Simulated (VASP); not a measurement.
Runs of VASP 6.6.1 on SrO. It takes space group Fm-3m (No. 225, cubic). The conventional cell has a = 5.133 Å, b = 5.133 Å, c = 5.133 Å, α = 90.00°, β = 90.00°, γ = 90.00°. Sr (site symmetry m-3m) is surrounded by 6 O at 2.57 Å. O (site symmetry m-3m) has 6 Sr at 2.57 Å as nearest neighbours. 

| task | level | cell | gap on the mesh (eV) | pressure (GPa) |
| --- | --- | --- | --- | --- |
| relaxation of the atoms | PBEsol | atoms relaxed from: a relaxed cell with its volume scaled by 1.06 | 3.19 | -4.8 |
| relaxation of the atoms | PBEsol | atoms relaxed from: a relaxed cell with its volume scaled by 1.02 | 3.17 | -1.8 |
| relaxation of the atoms | PBE | atoms relaxed from: a relaxed cell with its volume scaled by 0.94 | 3.25 | 6.0 |
| relaxation of cell and atoms | PBEsol | relaxed | 3.15 | 0.0 |
| relaxation of cell and atoms | PBE | relaxed | 3.28 | 0.0 |
| relaxation of the atoms | PBEsol | atoms relaxed from: a relaxed cell with its volume scaled by 1.04 | (b) | -3.4 |
| relaxation of the atoms | PBE | atoms relaxed | 3.28 | 0.0 |
| relaxation of the atoms | PBEsol | atoms relaxed from: a relaxed cell with its volume scaled by 0.96 | 3.12 | 4.2 |
| relaxation of the atoms | PBEsol | atoms relaxed | 3.15 | 0.0 |
| relaxation of the atoms | PBE | atoms relaxed from: a relaxed cell with its volume scaled by 0.96 | (a) | 3.8 |

Alike in all rows: potentials or basis VASP PAW PBE potentials, release 64 (Sr_sv, O); no spin polarisation; k mesh 10 × 10 × 10; cutoff (eV) 600; smearing gaussian 0.03 eV.

**Question.** Fill in the values left out.

**Answer.** (a) 3.26; (b) 3.18.

Caveats: the relaxation stopped at its first step, so nothing moved; the PAW data sets were made with another functional, which shifts forces and pressure a little (some runs).

A k mesh can miss the band edges, and the runs leave out spin-orbit coupling on Sr.
